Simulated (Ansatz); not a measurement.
# CdTe3: the cost of one run

Program: Ansatz 0.2.0. Level of theory: DFT PBE, scalar-relativistic, plane waves, PAW, unless a step names another level. These are calculated values, not measurements.

11 further runs of the same task are left out: 1 that didn't finish, 10 set aside as unsound or not needed.

### 1 The formula and the candidates

Pauling electronegativities: Cd 1.69, Te 2.10 (spread 0.41). No set of common oxidation states balances it. Tabulated atomic sizes suggest about 30 Å³/atom. 36 candidates were drawn, by swapping species into database cells of other compounds, at random by space group and Wyckoff sites, or by hand, as the table says:

```tsv
name	made from	space group no.	Wyckoff sites	atoms (primitive cell)	V (Å³/atom)
c01	database cell of CeH3	139	Cd 2a; Te 4d, 2b	4	25.8
c02	database cell of AgTe3	123	Cd 1a; Te 2g, 1b	4	32.1
c03	built by hand: BaS3	113	Cd 2a; Te 2c, 4e	8	30.4
c04	random	225	Cd 4b; Te 4a, 8c	4	33.6
c05	database cell of Mg3Cd	25	Cd 1c; Te 1a, 1b, 1d	4	36.7
c06	database cell of ZrI3	193	Cd 2b; Te 6g	8	31.5
c07	database cell of Er3Mg	123	Cd 1a; Te 2h, 1b	4	40.6
c08	random	123	Cd 1b; Te 2f, 1d	4	34.0
c09	database cell of Ba3Ca	221	Cd 1a; Te 3c	4	42.6
c10	built by hand: NdTe3	63	Cd 4c; Te 4c, 4c, 4c	8	30.4
c11	random	223	Cd 2a; Te 6c	8	31.2
c12	database cell of Li3As	194	Cd 2c; Te 2b, 4f	8	36.1
c13	random	227	Cd 8a; Te 16c, 8b	8	38.4
c14	random	221	Cd 1b; Te 3d	4	36.3
c15	random	187	Cd 1b; Te 1c, 2i	4	36.0
c16	random	227	Cd 8a; Te 8b, 16d	8	33.8
c17	random	139	Cd 2a; Te 4c, 2b	4	31.2
c18	built by hand: ordered alpha-Po superstructure	229	Cd 2a; Te 6b	4	30.4
c19	random	191	Cd 1b; Te 3f	4	32.8
c20	random	139	Cd 2a; Te 4e, 2b	4	37.6
c21	built by hand: litharge-type CdTe slab with Te bilayer	129	Cd 2a; Te 2c, 4f	8	30.4
c22	random	221	Cd 1a; Te 3d	4	35.1
c23	random	191	Cd 1a; Te 2c, 1b	4	31.9
c24	random	221	Cd 1b, 1a; Te 6f	8	33.3
c25	database cell of Sc3In	194	Cd 2c; Te 6h	8	36.7
c26	built by hand: ZrTe3	11	Cd 2e; Te 2e, 2e, 2e	8	30.4
c27	random	216	Cd 4a, 4c; Te 24f	8	35.0
c28	database cell of TbAg3	194	Cd 2d; Te 6h	8	30.1
c29	random	162	Cd 2d; Te 6k	8	36.8
c30	random	191	Cd 1b; Te 2d, 1a	4	36.9
c31	random	225	Cd 4a; Te 8c, 4b	4	30.9
c32	database cell of In3Sn	12	Cd 2a; Te 4i, 2c	4	33.3
c33	random	191	Cd 2d; Te 6l	8	32.4
c34	database cell of Sb3Au	229	Cd 2a; Te 6b	4	32.5
c35	database cell of ReO3	182	Cd 2c; Te 6g	8	33.0
c36	random	123	Cd 1b; Te 1a, 1d, 1c	4	34.0
```

### 2 Screening run of c22

input.yaml

```yaml
crystal:
  lattice:
    - [5.19632591, 0.0, 0.0]
    - [0.0, 5.19632591, 0.0]
    - [0.0, 0.0, 5.19632591]
  atoms:
    - { symbol: Cd, position: [0.0, 0.0, 0.0] }
    - { symbol: Te, position: [0.5, 0.0, 0.0] }
    - { symbol: Te, position: [0.0, 0.5, 0.0] }
    - { symbol: Te, position: [0.0, 0.0, 0.5] }
basis:
  ecutwfc: 420
kpoints:
  mp_grid: { grid: [4, 4, 4] }
hamiltonian:
  xc: pbe
scf:
  occupations: { method: gaussian, width: 0.2 }
  lower_state_search: "off"
output:
  forces: true
  stress: true
  eigenvalues: true
relax:
  adjacent_minimum: "off"
  f_tol: 0.08
  max_steps: 16
  cell: { stress_tol: 0.8 }
```

Started as:

```
> ansatz run input.yaml --threads 1 --pin off --max-ram 2560MiB --backend cpu --events-out ev --progress --plain --runs-dir out
```

What time and memory should one allow on 1 thread of Intel Xeon 6975P-C (Granite Rapids), shared host?

About 10 s, with a peak of 0.45 GiB.
